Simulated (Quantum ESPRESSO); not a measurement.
# Ir (Fm-3m) in Quantum ESPRESSO: single point with PBE

Aim: the single point of Ir with PBE.

Program: Quantum ESPRESSO 7.5. These are calculated values, not measurements. Logs are shortened: lines on timing, memory, paths and dates and some standing lists are left out, and cuts for length are marked.

**1. The undisturbed crystal**

Symmetry: Fm-3m, No. 225, cubic system. Conventional cell: a = 3.831 Å, b = 3.831 Å, c = 3.831 Å, α = 90.00°, β = 90.00°, γ = 90.00°. Ir (site symmetry m-3m) has 12 Ir at 2.71 Å as nearest neighbours.

**2. Single point, PBE, collinear spin, ferromagnetic start (volume scaled by 1.08)**

Input file run.py:

```python
import numpy as np
from ase.calculators.espresso import Espresso, EspressoProfile
from ase import Atoms

atoms = Atoms(['Ir'],
              cell=[[0.0, 1.9653779541, 1.9653779541], [1.9653779541, 0.0, 1.9653779541], [1.9653779541, 1.9653779541, 0.0]],
              scaled_positions=[[0.0, 0.0, 0.0]],
              pbc=True)
atoms.set_initial_magnetic_moments([0.6])

input_data = {
    'control': {'calculation': 'scf', 'prefix': 'pwscf', 'outdir': './tmp', 'tprnfor': True, 'tstress': True, 'disk_io': 'nowf'},
    'system': {'ecutwfc': 68.0, 'nbnd': 18, 'occupations': 'smearing', 'smearing': 'fd', 'degauss': 0.00734986, 'nspin': 2},
    'electrons': {'conv_thr': 2e-10, 'electron_maxstep': 120, 'mixing_beta': 0.3},
}
pseudopotentials = {'Ir': 'Ir.upf'}
profile = EspressoProfile(command='pw.x', pseudo_dir='pseudo')
dft = Espresso(profile=profile, input_data=input_data, pseudopotentials=pseudopotentials, kpts=(12, 12, 12), koffset=(0, 0, 0))
atoms.calc = dft

print(f'energy {atoms.get_potential_energy():.8f} eV')
print('forces (eV/A)')
print(np.round(atoms.get_forces(), 6))
print('stress (eV/A^3, Voigt)')
print(np.round(atoms.get_stress(), 8))
print(f'Fermi level {dft.get_fermi_level():.4f} eV')
```

Potentials or basis: PseudoDojo 0.5 SR PBE standard.

Started as:

```sh
$ OMP_NUM_THREADS=1 python run.py
```

What it wrote:

```text
energy -3133.64321920 eV
forces (eV/A)
[[0. 0. 0.]]
stress (eV/A^3, Voigt)
[ 0.09380633  0.09380633  0.09380633 -0.          0.         -0.        ]
Fermi level 23.6617 eV
```

espresso.pwi:

```text
&CONTROL
   calculation      = 'scf'
   tstress          = .true.
   tprnfor          = .true.
   outdir           = './tmp'
   prefix           = 'pwscf'
   disk_io          = 'nowf'
   pseudo_dir       = 'pseudo'
/
&SYSTEM
   nbnd             = 18
   ecutwfc          = 68.0
   occupations      = 'smearing'
   degauss          = 0.00734986
   smearing         = 'fd'
   nspin            = 2
   starting_magnetization(1) = 0.6
   ntyp             = 1
   nat              = 1
   ibrav            = 0
/
&ELECTRONS
   electron_maxstep = 120
   conv_thr         = 2e-10
   mixing_beta      = 0.3
/
&IONS
/
&CELL
/
&FCP
/
&RISM
/
ATOMIC_SPECIES
Ir  192.217 Ir.upf

K_POINTS automatic
12 12 12  0 0 0

CELL_PARAMETERS angstrom
0.00000000000000 1.96537795410000 1.96537795410000
1.96537795410000 0.00000000000000 1.96537795410000
1.96537795410000 1.96537795410000 0.00000000000000

ATOMIC_POSITIONS angstrom
Ir  0.0000000000 0.0000000000 0.0000000000
```

espresso.pwo:

```text
This program is part of the open-source Quantum ESPRESSO suite
     for quantum simulation of materials; please cite
         "P. Giannozzi et al., J. Phys.:Condens. Matter 21 395502 (2009);
         "P. Giannozzi et al., J. Phys.:Condens. Matter 29 465901 (2017);
         "P. Giannozzi et al., J. Chem. Phys. 152 154105 (2020);
     in publications or presentations arising from this work. More details at

Warning: card &CELL ignored
Warning: card &FCP ignored
Warning: card &RISM ignored

     Message from routine setup:
     using ibrav=0 with symmetry is DISCOURAGED, use correct ibrav instead

     G-vector sticks info
     --------------------
     sticks:   dense  smooth     PW     G-vecs:    dense   smooth      PW
     Sum         511     511    163                 7799     7799    1411

     Using Slab Decomposition

     bravais-lattice index     =            0
     lattice parameter (alat)  =       5.2524  a.u.
     unit-cell volume          =     102.4625 (a.u.)^3
     number of atoms/cell      =            1
     number of atomic types    =            1
     number of electrons       =        17.00
     number of Kohn-Sham states=           18
     kinetic-energy cutoff     =      68.0000  Ry
     charge density cutoff     =     272.0000  Ry
     scf convergence threshold =      2.0E-10
     mixing beta               =       0.3000
     number of iterations used =            8  plain     mixing
     Exchange-correlation= PBE
                           (   1   4   3   4   0   0   0)

     celldm(1)=   5.252426  celldm(2)=   0.000000  celldm(3)=   0.000000
     celldm(4)=   0.000000  celldm(5)=   0.000000  celldm(6)=   0.000000

     crystal axes: (cart. coord. in units of alat)
               a(1) = (   0.000000   0.707107   0.707107 )
               a(2) = (   0.707107   0.000000   0.707107 )
               a(3) = (   0.707107   0.707107   0.000000 )

     reciprocal axes: (cart. coord. in units 2 pi/alat)
               b(1) = ( -0.707107  0.707107  0.707107 )
               b(2) = (  0.707107 -0.707107  0.707107 )
               b(3) = (  0.707107  0.707107 -0.707107 )

     PseudoPot. # 1 for Ir read from file:
     Ir.upf
     Pseudo is Norm-conserving + core correction, Zval = 17.0
     Generated using ONCVPSP code by D. R. Hamann
     Using radial grid of 1310 points,  8 beta functions with:
                l(1) =   0
                l(2) =   0
                l(3) =   1
                l(4) =   1
                l(5) =   2
                l(6) =   2
                l(7) =   3
                l(8) =   3

     atomic species   valence    mass     pseudopotential
     Ir               17.00   192.21700     Ir( 1.00)

     Starting magnetic structure
     atomic species   magnetization
     Ir              0.600

     48 Sym. Ops., with inversion, found

   Cartesian axes

     site n.     atom                  positions (alat units)
         1        Ir     tau(   1) = (   0.0000000   0.0000000   0.0000000  )

     number of k points=    72  Fermi-Dirac smearing, width (Ry)=  0.0073
                       cart. coord. in units 2pi/alat
        k(    1) = (   0.0000000   0.0000000   0.0000000), wk =   0.0005787
        k(    2) = (   0.0589256   0.0589256  -0.0589256), wk =   0.0046296
        k(    3) = (   0.1178511   0.1178511  -0.1178511), wk =   0.0046296
        k(    4) = (   0.1767767   0.1767767  -0.1767767), wk =   0.0046296
        k(    5) = (   0.2357023   0.2357023  -0.2357023), wk =   0.0046296
        k(    6) = (   0.2946278   0.2946278  -0.2946278), wk =   0.0046296
[... 64 lines left out ...]
        k(   71) = (  -0.7071068   0.2357023   0.0000000), wk =   0.0069444
        k(   72) = (  -0.7071068   0.3535534   0.0000000), wk =   0.0034722

     Dense  grid:     7799 G-vectors     FFT dimensions: (  27,  27,  27)

     Generating pointlists ...
     new r_m :   0.4125 (alat units)  2.1666 (a.u.) for type    1

     Initial potential from superposition of free atoms

     starting charge      16.9998, renormalised to      17.0000
     Starting wfcs are   10 randomized atomic wfcs +    8 random wfcs

     Self-consistent Calculation

     iteration #  1     ecut=    68.00 Ry     beta= 0.30
     Davidson diagonalization with overlap
     ethr =  1.00E-02,  avg # of iterations =  6.1

     total energy              =    -229.86796910 Ry
     estimated scf accuracy    <       0.71616499 Ry

     total magnetization       =     2.25 Bohr mag/cell
     absolute magnetization    =     2.26 Bohr mag/cell

     iteration #  2     ecut=    68.00 Ry     beta= 0.30
     Davidson diagonalization with overlap
     ethr =  4.21E-03,  avg # of iterations =  1.0

     total energy              =    -230.22942750 Ry
     estimated scf accuracy    <       0.37664058 Ry

     total magnetization       =     1.96 Bohr mag/cell
     absolute magnetization    =     1.99 Bohr mag/cell

     iteration #  3     ecut=    68.00 Ry     beta= 0.30
     Davidson diagonalization with overlap
     ethr =  2.22E-03,  avg # of iterations =  1.0

     total energy              =    -230.30320322 Ry
     estimated scf accuracy    <       0.00956208 Ry

     total magnetization       =     0.69 Bohr mag/cell
     absolute magnetization    =     0.77 Bohr mag/cell

     iteration #  4     ecut=    68.00 Ry     beta= 0.30
     Davidson diagonalization with overlap
     ethr =  5.62E-05,  avg # of iterations =  2.6

     total energy              =    -230.31064632 Ry
     estimated scf accuracy    <       0.00485646 Ry

     total magnetization       =     0.40 Bohr mag/cell
     absolute magnetization    =     0.48 Bohr mag/cell

     iteration #  5     ecut=    68.00 Ry     beta= 0.30
     Davidson diagonalization with overlap
     ethr =  2.86E-05,  avg # of iterations =  2.5

     total energy              =    -230.31804570 Ry
     estimated scf accuracy    <       0.00038649 Ry

     total magnetization       =     0.03 Bohr mag/cell
     absolute magnetization    =     0.08 Bohr mag/cell

     iteration #  6     ecut=    68.00 Ry     beta= 0.30
     Davidson diagonalization with overlap
     ethr =  2.27E-06,  avg # of iterations =  3.9

     total energy              =    -230.31826576 Ry
     estimated scf accuracy    <       0.00017658 Ry

     total magnetization       =     0.05 Bohr mag/cell
     absolute magnetization    =     0.07 Bohr mag/cell

     iteration #  7     ecut=    68.00 Ry     beta= 0.30
     Davidson diagonalization with overlap
     ethr =  1.04E-06,  avg # of iterations =  2.0

     total energy              =    -230.31852831 Ry
     estimated scf accuracy    <       0.00001616 Ry

     total magnetization       =    -0.01 Bohr mag/cell
     absolute magnetization    =     0.01 Bohr mag/cell

     iteration #  8     ecut=    68.00 Ry     beta= 0.30
     Davidson diagonalization with overlap
     ethr =  9.51E-08,  avg # of iterations =  1.9

     total energy              =    -230.31854337 Ry
     estimated scf accuracy    <       0.00001531 Ry

     total magnetization       =    -0.01 Bohr mag/cell
     absolute magnetization    =     0.01 Bohr mag/cell

     iteration #  9     ecut=    68.00 Ry     beta= 0.30
     Davidson diagonalization with overlap
     ethr =  9.01E-08,  avg # of iterations =  1.0

     total energy              =    -230.31854803 Ry
     estimated scf accuracy    <       0.00000089 Ry

     total magnetization       =    -0.00 Bohr mag/cell
     absolute magnetization    =     0.00 Bohr mag/cell

     iteration # 10     ecut=    68.00 Ry     beta= 0.30
     Davidson diagonalization with overlap
     ethr =  5.23E-09,  avg # of iterations =  2.2

     total energy              =    -230.31854839 Ry
     estimated scf accuracy    <       0.00000019 Ry

     total magnetization       =    -0.00 Bohr mag/cell
     absolute magnetization    =     0.00 Bohr mag/cell

     iteration # 11     ecut=    68.00 Ry     beta= 0.30
     Davidson diagonalization with overlap
     ethr =  1.13E-09,  avg # of iterations =  2.5

     total energy              =    -230.31854859 Ry
     estimated scf accuracy    <       0.00000009 Ry

     total magnetization       =    -0.00 Bohr mag/cell
     absolute magnetization    =     0.00 Bohr mag/cell

     iteration # 12     ecut=    68.00 Ry     beta= 0.30
     Davidson diagonalization with overlap
     ethr =  5.45E-10,  avg # of iterations =  1.2

     total energy              =    -230.31854863 Ry
     estimated scf accuracy    <       0.00000002 Ry

     total magnetization       =    -0.00 Bohr mag/cell
     absolute magnetization    =     0.00 Bohr mag/cell

     iteration # 13     ecut=    68.00 Ry     beta= 0.30
     Davidson diagonalization with overlap
     ethr =  1.32E-10,  avg # of iterations =  1.8

     total energy              =    -230.31854864 Ry
     estimated scf accuracy    <          3.5E-10 Ry

     total magnetization       =    -0.00 Bohr mag/cell
     absolute magnetization    =     0.00 Bohr mag/cell

     iteration # 14     ecut=    68.00 Ry     beta= 0.30
     Davidson diagonalization with overlap
     ethr =  2.07E-12,  avg # of iterations =  3.7

     Magnetic moment per site  (integrated on atomic sphere of radius R)
     atom   1 (R=0.413)  charge= 14.9326  magn=  0.0000

     End of self-consistent calculation

     Number of k-points >= 100: set verbosity='high' to print the bands.

     the Fermi energy is    23.6617 ev

!    total energy              =    -230.31854864 Ry
     estimated scf accuracy    <          8.8E-12 Ry
     smearing contrib. (-TS)   =      -0.00187070 Ry
     internal energy E=F+TS    =    -230.31667794 Ry

     The total energy is F=E-TS. E is the sum of the following terms:
     one-electron contribution =     -39.25847744 Ry
     hartree contribution      =      30.97107806 Ry
     xc contribution           =     -43.64803993 Ry
     ewald contribution        =    -178.38123863 Ry

     total magnetization       =     0.00 Bohr mag/cell
     absolute magnetization    =     0.00 Bohr mag/cell

     convergence has been achieved in  14 iterations

     Forces acting on atoms (cartesian axes, Ry/au):

     atom    1 type  1   force =     0.00000000    0.00000000    0.00000000

     Total force =     0.000000     Total SCF correction =     0.000000

     Computing stress (Cartesian axis) and pressure

          total   stress  (Ry/bohr**3)                   (kbar)     P=     -150.29
  -0.00102168   0.00000000  -0.00000000         -150.29        0.00       -0.00
   0.00000000  -0.00102168   0.00000000            0.00     -150.29        0.00
  -0.00000000   0.00000000  -0.00102168           -0.00        0.00     -150.29

=------------------------------------------------------------------------------=
   JOB DONE.
=------------------------------------------------------------------------------=
```

Wall time 55 s (1 thread of Arm Neoverse V1, shared host); peak memory 0.08 GiB.

What came out:

* Free energy: -3133.6435 eV
* Pressure: -15.0 GPa
* Band gap on the k mesh: none (metal or under the smearing width)
* Net moment: 0.00 μB per cell
* Absolute moment: 0.00 μB per cell
* Valence electrons inside the program's atomic spheres: Ir 14.93

The run has no spin-orbit coupling, so splittings on Ir are missing.
